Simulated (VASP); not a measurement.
Here is a VASP 6.6.1 calculation.

Contents of INCAR:

```
SYSTEM = TiC
PREC     = Accurate       ! precision mode
ENCUT    = 900            ! plane-wave cutoff, eV
EDIFF    = 1E-7           ! SCF threshold, eV
ISMEAR   = 0              ! smearing method
SIGMA    = 0.1            ! smearing width, eV
LREAL    = .False.        ! projectors in reciprocal space
LASPH    = .True.         ! aspherical terms in the spheres
NELM     = 60             ! most SCF steps
ALGO     = Normal         ! electronic algorithm
ISIF     = 3              ! what is computed and relaxed
LWAVE    = .False.        ! write WAVECAR
LCHARG   = .False.        ! write CHGCAR
GGA      = PE             ! functional
IBRION   = 2              ! ionic algorithm
NSW      = 80             ! ionic steps
EDIFFG   = -0.002         ! ionic threshold
```

Contents of KPOINTS:

```
regular mesh
0
Gamma
  16 16 16
  0 0 0
```

The input POSCAR:

```
TiC                                     
1.0
    0.0000000000      2.1666389837      2.1666389837
    2.1666389837      0.0000000000      2.1666389837
    2.1666389837      2.1666389837      0.0000000000
  Ti              C             
     1     1
Direct
     0.0000000000000000    0.0000000000000000    0.0000000000000000
     0.5000000000000000    0.5000000000000000    0.5000000000000000
```

Potentials or basis: VASP PAW PBE potentials, release 64 (Ti_sv, C_h).

Launch:

```sh
$ cat potpaw_PBE.64/Ti_sv/POTCAR potpaw_PBE.64/C_h/POTCAR > POTCAR
$ mpirun -np 1 vasp_std > vasp.out
```

(1) Predict the band gap on the k mesh.

## Answers

(1) none (metal or under the smearing width).

Caveat: the relaxation stopped at its first step, so nothing moved.
